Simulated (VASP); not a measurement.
# Al (C2) in VASP: a series of runs

The runs below take Al through single point, with PBE.

Program: VASP 6.6.1. These are calculated values, not measurements. Logs are shortened: lines on timing, memory, paths and dates and some standing lists are left out, and cuts for length are marked.

**1. The cell of the first run**

The structure is monoclinic, space group C2 (No. 5). The conventional cell has a = 3.083 Å, b = 4.884 Å, c = 9.258 Å, α = 90.00°, β = 94.88°, γ = 90.00°. Al (site symmetry 1) is surrounded by 9 Al at 2.65 to 3.02 Å. Al (site symmetry 2) is surrounded by 10 Al at 2.77 to 3.08 Å. Al (site symmetry 2) is surrounded by 10 Al at 2.65 to 3.02 Å.

This isn't the form of Al at room conditions, which is fcc.

**2. Single point, PBE (strained and moved within a subgroup)**

Input file INCAR:

```
SYSTEM = Al
  PREC = Accurate
  ENCUT = 520
  EDIFF = 1E-6
  ISMEAR = 0
  SIGMA = 0.1
  LREAL = .False.
  LASPH = .True.
  NELM = 100
  ALGO = Fast
  ISIF = 2
  LWAVE = .False.
  LCHARG = .False.
  GGA = PE
  NBANDS = 14
```

Input file KPOINTS:

```
regular mesh
0
Gamma
  14 14 4
  0 0 0
```

Input file POSCAR:

```
Al
1.0
    2.8850321032     -0.1130830810      0.0630438176
   -1.5404488725      2.6681405575     -0.1260760474
    0.2048476455     -0.3547630524      9.2484578229
Al
4
Direct
   -0.0867772545     -0.0024552030     -0.0150655137
    0.4010449388      0.7005224744      0.2500000000
   -0.0867772545     -0.0843220515      0.5150655137
    0.7725095703      0.3862547801      0.7500000000
```

Potentials or basis: VASP PAW PBE potentials, release 64 (Al).

Run with:

```bash
$ cat potpaw_PBE.64/Al/POTCAR > POTCAR
$ mpirun -np 1 vasp_std > vasp.out
```

OUTCAR:

```text
SYSTEM = Al
   PREC = Accurate
   ENCUT = 520
   EDIFF = 1E-6
   ISMEAR = 0
   LREAL = .False.
   LASPH = .True.
   NELM = 100
   ISIF = 2
   GGA = PE

 ion  position               nearest neighbor table
   1  0.913  0.998  0.985-   4 2.65   4 2.72   2 2.77   2 2.98   4 3.02   2 3.30
   2  0.401  0.701  0.250-   1 2.77   3 2.77   3 2.98   1 2.98   3 3.30   1 3.30
   3  0.913  0.916  0.515-   4 2.65   4 2.72   2 2.77   2 2.98   4 3.02   2 3.30
   4  0.773  0.386  0.750-   3 2.65   1 2.65   3 2.72   1 2.72   1 3.02   3 3.02

  LATTYP: Found a base centered monoclinic cell.
 ALAT       =     3.0834804901
 B/A-ratio  =     1.5839054409
 C/A-ratio  =     3.0022976429
 COS(beta)  =    -0.0850618277

  Lattice vectors:

 A1 = (   1.3445832307,   2.5550574765,  -0.0630322298)
 A2 = (  -2.8850321032,   0.1130830810,  -0.0630438176)
 A3 = (   0.2048476455,  -0.3547630524,   9.2484578229)

Analysis of symmetry for initial positions (statically):
=====================================================================
 Subroutine PRICEL returns:
 Original cell was already a primitive cell.

 Routine SETGRP: Setting up the symmetry group for a
 base centered monoclinic supercell.

 Subroutine GETGRP returns: Found  2 space group operations
 (whereof  1 operations were pure point group operations)
 out of a pool of  4 trial point group operations.

The static configuration has the point symmetry C_1 .
 The point group associated with its full space group is C_2 .

Analysis of symmetry for dynamics (positions and initial velocities):
=====================================================================
 Subroutine PRICEL returns:
 Original cell was already a primitive cell.

 Routine SETGRP: Setting up the symmetry group for a
 base centered monoclinic supercell.

 Subroutine GETGRP returns: Found  2 space group operations
 (whereof  1 operations were pure point group operations)
 out of a pool of  4 trial point group operations.

The dynamic configuration has the point symmetry C_1 .
 The point group associated with its full space group is C_2 .

 Subroutine INISYM returns: Found  2 space group operations
 (whereof  1 operations are pure point group operations),
 and found     1 'primitive' translations

----------------------------------------------------------------------------------------

                                     Primitive cell

  volume of cell :      69.4544

  direct lattice vectors                    reciprocal lattice vectors
     2.885032103 -0.113083081  0.063043818     0.354642185  0.204752343 -0.000000979
    -1.540448873  2.668140558 -0.126076047     0.014735979  0.383981222  0.014402803
     0.204847646 -0.354763052  9.248457823    -0.002216601  0.003838744  0.108322482

  length of vectors
     2.887935689  3.083480490  9.257526208     0.409505312  0.384533702  0.108413143

  position of ions in fractional coordinates (direct lattice)
     0.913222746  0.997544797  0.984934486
     0.401044939  0.700522474  0.250000000
     0.913222746  0.915677948  0.515065514
     0.772509570  0.386254780  0.750000000

  ion indices of the primitive-cell ions
   primitive index   ion index
                 1           1
                 2           2
                 3           3
                 4           4

----------------------------------------------------------------------------------------

 KPOINTS: regular mesh

Automatic generation of k-mesh.
 Grid dimensions read from file:
 generate k-points for:   14   14    4

 Generating k-lattice:

  Cartesian coordinates                     Fractional coordinates (reciprocal lattice)
     0.025331585  0.014625167 -0.000000070     0.071428571  0.000000000 -0.000000000
     0.001052570  0.027427230  0.001028772    -0.000000000  0.071428571  0.000000000
    -0.000554150  0.000959686  0.027080621     0.000000000  0.000000000  0.250000000

  Length of vectors
     0.029250379  0.027466693  0.027103286

  Shift w.r.t. Gamma in fractional coordinates (k-lattice)
     0.000000000  0.000000000  0.000000000

 Subroutine IBZKPT returns following result:
 ===========================================

 Found    219 irreducible k-points:

 Following reciprocal coordinates:
            Coordinates               Weight
  0.000000  0.000000  0.000000      1.000000
  0.071429  0.000000 -0.000000      2.000000
  0.142857 -0.000000 -0.000000      2.000000
  0.214286 -0.000000 -0.000000      2.000000
  0.285714  0.000000 -0.000000      2.000000
  0.357143 -0.000000 -0.000000      2.000000
[... 16 lines left out ...]
 -0.071429  0.142857 -0.000000      2.000000
 -0.000000  0.214286 -0.000000      4.000000
 [... further k-points ...]
   k-points           NKPTS =    219   k-points in BZ     NKDIM =    219   number of bands    NBANDS=     14
   number of dos      NEDOS =    301   number of ions     NIONS =      4
   total plane-waves  NPLWV =  40320
   dimension x,y,z NGX =    24 NGY =   24 NGZ =   70
   dimension x,y,z NGXF=    48 NGYF=   48 NGZF=  140
   ions per type =               4
   NGX,Y,Z   is equivalent  to a cutoff of  13.82, 12.94, 12.57 a.u.
   NGXF,Y,Z  is equivalent  to a cutoff of  27.63, 25.88, 25.14 a.u.
 SYSTEM =  Al
   PREC   = accura    normal or accurate (medium, high low for compatibility)
   ISTART =      0    job   : 0-new  1-cont  2-samecut
   ICHARG =      2    charge: 1-file 2-atom 10-const
   ISPIN  =      1    spin polarized calculation?
   LNONCOLLINEAR =      F non collinear calculations
   LSORBIT =      F    spin-orbit coupling
   LASPH  =      T    aspherical Exc in radial PAW
   ENCUT  =  520.0 eV  38.22 Ry    6.18 a.u.   5.37  5.73 17.21*2*pi/ulx,y,z
   NELM   =    100;   NELMIN=  2; NELMDL= -5     # of ELM steps
   EDIFF  = 0.1E-05   stopping-criterion for ELM
   LREAL  =      F    real-space projection
   EDIFFG = 0.1E-04   stopping-criterion for IOM
   NSW    =      0    number of steps for IOM
   IBRION =     -1    ionic relax: 0-MD 1-quasi-New 2-CG
   NFREE  =      0    steps in history (QN), initial steepest desc. (CG)
   ISIF   =      2    stress and relaxation
   ISYM   =      2    0-nonsym 1-usesym 2-fastsym
   POTIM  = 0.5000    time-step for ionic-motion
   TEBEG  =    0.0;   TEEND  =   0.0 temperature during run
   PSTRESS=    0.0 pullay stress
   NELECT =      12.0000    total number of electrons
   NUPDOWN=      -1.0000    fix difference up-down
   EMIN   =  10.00;   EMAX   =-10.00  energy-range for DOS
   EFERMI =   0.00;   METHOD = LEGACY
   ISMEAR =     0;   SIGMA  =   0.10  broadening in eV -4-tet -1-fermi 0-gaus
   EFERMI_NEDOS =   21; number of points for ismear=-14 and -15
   IALGO  =     68    algorithm
   IMIX   =      4    mixing-type and parameters
     AMIX     =   0.40;   BMIX     =  1.00
     AMIX_MAG =   1.60;   BMIX_MAG =  1.00
  volume/ion in A,a.u.               =      17.36       117.18
  Fermi-wavevector in a.u.,A,eV,Ry     =   0.911805  1.723062 11.311727  0.831388
  Thomas-Fermi vector in A             =   2.036127
   LORBIT       =      0    0 simple, 1 ext, 2 COOP (PROOUT), +10 PAW based schemes
   GGA     = PE    functional components
   LHFCALC =     F    Hartree Fock is set to
   AEXX    =    0.0000 exact exchange contribution
   IVDW    =     0    specifies the selected vdW correction
   LEPSILON=     F    determine dielectric tensor
   LRPA    =     F    only Hartree local field effects (RPA)
 non-spin polarized calculation
 RMM-DIIS sequential band-by-band and
 Gauss-broadening in eV      SIGMA  =   0.10
  energy-cutoff  :      520.00
  volume of cell :       69.45
 maximum number of plane-waves:      1896
 NGX is ok and might be reduce to    24
   NGX = 11   NGY = 11   NGZ = 35

 number of electron      12.0000000 magnetization

 Free energy of the ion-electron system (eV)
  ---------------------------------------------------
  ext. energy  EPLUGINS =         0.00000000
  ---------------------------------------------------
  free energy    TOTEN  =       -14.61521188 eV

  energy without entropy =      -14.60536686  energy(sigma->0) =      -14.61028937

 E-fermi :   7.4467     XC(G=0): -10.0014

 val. band max:        7.4445472957   @ k =   0.1429  -0.4286   0.2500
 cond. band min:       7.4485996641   @ k =   0.5000  -0.4286   0.2500
 fundamental gap:      0.0040523684
 Fermi energy:         7.4466858928

 k-point     1 :       0.0000    0.0000    0.0000
  band No.  band energies     occupation
      1      -3.4134      2.00000
      2      -1.5986      2.00000
      3      -1.5311      2.00000
      4       3.3274      2.00000
      5       3.6773      2.00000
      6      11.5493      0.00000
      7      11.5844      0.00000
      8      15.8575      0.00000
      9      16.6148      0.00000
     10      17.2050      0.00000
     11      17.7487      0.00000
     12      17.7633      0.00000
     13      17.8614      0.00000
     14      17.9289      0.00000

 k-point     2 :       0.0714    0.0000   -0.0000
  band No.  band energies     occupation
      1      -3.2870      2.00000
      2      -1.4736      2.00000
      3      -1.4060      2.00000
      4       3.4442      2.00000
      5       3.8011      2.00000
      6      11.6474      0.00000
      7      11.6761      0.00000
      8      14.7589      0.00000
      9      16.1025      0.00000
     10      16.3617      0.00000
     11      16.5036      0.00000
     12      17.0593      0.00000
     13      17.9884      0.00000
     14      18.0062      0.00000

 k-point     3 :       0.1429   -0.0000   -0.0000
  band No.  band energies     occupation
      1      -2.9084      2.00000
      2      -1.0992      2.00000
      3      -1.0315      2.00000
      4       3.7947      2.00000
      5       4.1705      2.00000
      6      11.9022      0.00000
      7      11.9158      0.00000
      8      13.5615      0.00000
      9      13.9712      0.00000
     10      14.9423      0.00000
     11      15.1681      0.00000
     12      15.5534      0.00000
     13      15.6811      0.00000
     14      15.9017      0.00000

 k-point     4 :       0.2143   -0.0000   -0.0000
  band No.  band energies     occupation
      1      -2.2795      2.00000
      2      -0.4774      2.00000
      3      -0.4094      2.00000
      4       4.3777      2.00000
      5       4.7775      2.00000
      6      11.1154      0.00000
      7      12.0452      0.00000
      8      12.5004      0.00000
      9      12.5658      0.00000
     10      13.1498      0.00000
     11      13.4916      0.00000
     12      14.0081      0.00000
     13      14.1981      0.00000
     14      14.8112      0.00000

 k-point     5 :       0.2857    0.0000   -0.0000
  band No.  band energies     occupation
      1      -1.4036      2.00000
      2       0.3885      2.00000
      3       0.4565      2.00000
      4       5.1899      2.00000
      5       5.5967      2.00000
      6       8.8075      0.00000
      7      10.3905      0.00000
      8      10.6116      0.00000
      9      11.7957      0.00000
     10      12.8475      0.00000
     11      13.1264      0.00000
[... 276 lines left out ...]
 k-point    22 :       0.4286    0.1429    0.0000
  band No.  band energies     occupation
      1       2.8914      2.00000
      2       3.0266      2.00000
      3       4.4170      2.00000
      4       4.4838      2.00000
      5       4.9541      2.00000
      6       5.1301      2.00000
      7       7.5975      0.03298
      8       8.4661      0.00000
      9       9.2397      0.00000
     10       9.5611      0.00000
     11       9.7066      0.00000
     12      10.4125      0.00000
     13      10.7215      0.00000
     14      12.9761      0.00000

 k-point    23 :      -0.0714    0.1429   -0.0000
  band No.  band energies     occupation
      1      -3.0946      2.00000
      2      -1.3754      2.00000
      3      -1.1232      2.00000
      4       3.5029      2.00000
      5       4.1078      2.00000
      6      11.4393      0.00000
      7      12.0427      0.00000
      8      13.4239      0.00000
      9      13.6095      0.00000
     10      14.4246      0.00000
     11      14.5368      0.00000
     12      15.6171      0.00000
     13      15.9762      0.00000
     14      18.2694      0.00000

 k-point    24 :      -0.0000    0.2143   -0.0000
  band No.  band energies     occupation
      1      -2.4143      2.00000
      2      -0.7605      2.00000
      3      -0.3918      2.00000
      4       4.0400      2.00000
      5       4.8562      2.00000
      6       9.5324      0.00000
      7      10.6147      0.00000
      8      11.8319      0.00000
      9      12.1023      0.00000
     10      13.0936      0.00000
     11      14.2833      0.00000
     12      14.8504      0.00000
     13      15.4093      0.00000
     14      16.0873      0.00000

 [... further k-points ...]

------------------------ aborting loop because EDIFF is reached ----------------------------------------

  FORCE on cell =-STRESS in cart. coord.  units (eV):
  Direction    XX          YY          ZZ          XY          YZ          ZX
  --------------------------------------------------------------------------------------
  -------------------------------------------------------------------------------------
  Total       -0.8849986     -1.2433659      1.0353130      0.3103528      0.2345852     -0.1354366
  in kB      -20.4151911    -28.6820255     23.8826501      7.1592326      5.4114228     -3.1242588
  external PRESSURE =      -8.4048555 kB  Pullay stress =       0.0000000 kB

 VOLUME and BASIS-vectors are now :
 -----------------------------------------------------------------------------
  energy-cutoff  :      520.00
  volume of cell :       69.45
      direct lattice vectors                 reciprocal lattice vectors
     2.885032103 -0.113083081  0.063043818     0.354642185  0.204752343 -0.000000979
    -1.540448873  2.668140558 -0.126076047     0.014735979  0.383981222  0.014402803
     0.204847646 -0.354763052  9.248457823    -0.002216601  0.003838744  0.108322482

 POSITION                                       TOTAL-FORCE (eV/Angst)
 -----------------------------------------------------------------------------------
      1.29977      2.20890      9.04093         0.157628      0.225481      0.620390
      0.12912      1.73505      2.24908        -0.212622     -0.122758     -0.000001
      1.32963      2.15716      4.70569         0.274083      0.023769     -0.620389
      1.78734      0.67715      6.93635        -0.219089     -0.126492     -0.000001
 -----------------------------------------------------------------------------------
    total drift:                                0.000005      0.000003      0.000001

  FREE ENERGIE OF THE ION-ELECTRON SYSTEM (eV)
  ---------------------------------------------------
  free  energy   TOTEN  =       -14.6152118842 eV

  energy  without entropy=      -14.6053668643  energy(sigma->0) =      -14.61028937
```

It took 87 s on 1 thread of Intel Xeon Platinum 8488C (Sapphire Rapids), shared host; peak memory 0.29 GiB.

Results:

```yaml
Free_energy: -14.6152 eV
Pressure: -0.8 GPa
Largest_force: 0.679 eV/Å
Band_gap_on_the_k_mesh: none (metal or under the smearing width)
```

Forces in eV/Å, atoms in the order of the input:
```
Al   0.158  0.225  0.620
Al  -0.213 -0.123  0.000
Al   0.274  0.024 -0.620
Al  -0.219 -0.126  0.000
```

**3. Single point, PBE (strained and moved within the space group)**

Input file INCAR:

```
PREC     = Accurate       # precision mode
ENCUT    = 520            # plane-wave cutoff, eV
EDIFF    = 1E-6           # SCF threshold, eV
ISMEAR   = 0              # smearing method
SIGMA    = 0.1            # smearing width, eV
LREAL    = False          # projectors in reciprocal space
LASPH    = True           # aspherical terms in the spheres
NELM     = 100            # most SCF steps
ALGO     = Fast           # electronic algorithm
ISIF     = 2              # what is computed and relaxed
LWAVE    = False          # write WAVECAR
LCHARG   = False          # write CHGCAR
GGA      = PE             # functional
NBANDS   = 14             # bands
```

Input file KPOINTS:

```
regular mesh
0
Gamma
  18 18 6
```

Input file POSCAR:

```
Al
1.0
    2.8571288530      0.0000000000      0.0000000000
   -1.4285644265      2.4743461685      0.0000000000
    0.0000000000      0.0000000000      9.5592199684
Al
4
Direct
    0.0000000000      0.0000000000      0.0000000000
    0.3333333300      0.6666666700      0.2500000000
    0.0000000000      0.0000000000      0.5000000000
    0.6666666700      0.3333333300      0.7500000000
```

Potentials or basis: VASP PAW PBE potentials, release 64 (Al).

Run with:

```bash
$ cat potpaw_PBE.64/Al/POTCAR > POTCAR
$ mpirun -np 1 vasp_std > vasp.out
```

Wall time 55 s (1 thread of Intel Xeon Platinum 8488C (Sapphire Rapids), shared host); peak memory 0.25 GiB.

It converged, with:

```
Free energy            : -14.9263 eV
Pressure               : -1.5 GPa
Band gap on the k mesh : none (metal or under the smearing width)
```

Stress tensor (GPa, compression positive):
```
-0.89  0.00  0.00
 0.00 -0.89  0.00
 0.00  0.00 -2.73
```

Levels at points of the mesh, in eV from the Fermi level:
```tsv
k point	band 4	band 5	band 6	band 7	band 8	band 9
(0.00, 0.00, 0.00)	-4.64	-4.61	2.96	2.96	10.85	10.85
(0.50, 0.00, 0.00)	-3.74	-3.25	-3.16	0.83	1.05	1.29
(0.00, 0.00, 0.50)	-7.37	-1.17	-1.17	7.64	7.64	11.16
(0.50, 0.00, 0.50)	-4.63	-1.83	-1.83	-1.21	-1.21	4.26
```

**4. Single point, PBE (one atom moved)**

Input file INCAR:

```
SYSTEM = Al
ALGO     = Fast           ! electronic algorithm
EDIFF    = 1E-7           ! SCF threshold, eV
ENCUT    = 520            ! plane-wave cutoff, eV
GGA      = PE             ! functional
ISIF     = 2              ! what is computed and relaxed
ISMEAR   = 0              ! smearing method
LASPH    = .True.         ! aspherical terms in the spheres
LCHARG   = .False.        ! write CHGCAR
LREAL    = .False.        ! projectors in reciprocal space
LWAVE    = .False.        ! write WAVECAR
NBANDS   = 14             ! bands
NELM     = 100            ! most SCF steps
PREC     = Accurate       ! precision mode
SIGMA    = 0.1            ! smearing width, eV
```

Input file KPOINTS:

```
k-points
0
Gamma
  15 15 4
  0 0 0
```

Input file POSCAR:

```
Al
1.0
    2.8270770242      0.0000000000      0.0000000000
   -1.4135385121      2.4483205214      0.0000000000
    0.0000000000      0.0000000000      9.1859930700
Al
4
Direct
    0.0000000000      0.0000000000      0.0000000000
    0.3333333300      0.6666666700      0.2500000000
    0.0765831101      0.1531662202      0.5000000000
    0.6666666700      0.3333333300      0.7500000000
```

Run with:

```bash
$ cat potpaw_PBE.64/Al/POTCAR > POTCAR
$ mpirun -np 1 vasp_std > vasp.out
```

Run time: 2.3 min. Hardware: 1 thread of Intel Xeon Platinum 8488C (Sapphire Rapids), shared host; peak memory 0.3 GiB.

Results (log left out):

```
Free energy            : -14.8425 eV
Pressure               : 4.0 GPa
Largest force          : 0.372 eV/Å
Band gap on the k mesh : none (metal or under the smearing width)
```

Forces on the atoms (eV/Å):
```
Al   0.000 -0.064 -0.001
Al   0.000  0.308 -0.194
Al   0.000 -0.360  0.094
Al   0.000  0.116  0.101
```

Stress tensor (GPa, compression positive):
```
 2.99  0.00  0.00
 0.00  3.07 -1.05
 0.00 -1.05  6.04
```

Levels at points of the mesh, in eV from the Fermi level:
```
           k point  band 3  band 4  band 5  band 6  band 7  band 8  band 9  band 10
(0.00, 0.00, 0.00)   -9.63   -4.70   -4.35    3.60    3.62   10.89   10.92    11.05
(0.00, 0.00, 0.50)   -7.49   -7.49   -0.81   -0.79    8.50    8.60   11.18    11.26
```

[end of part 1 of 2]
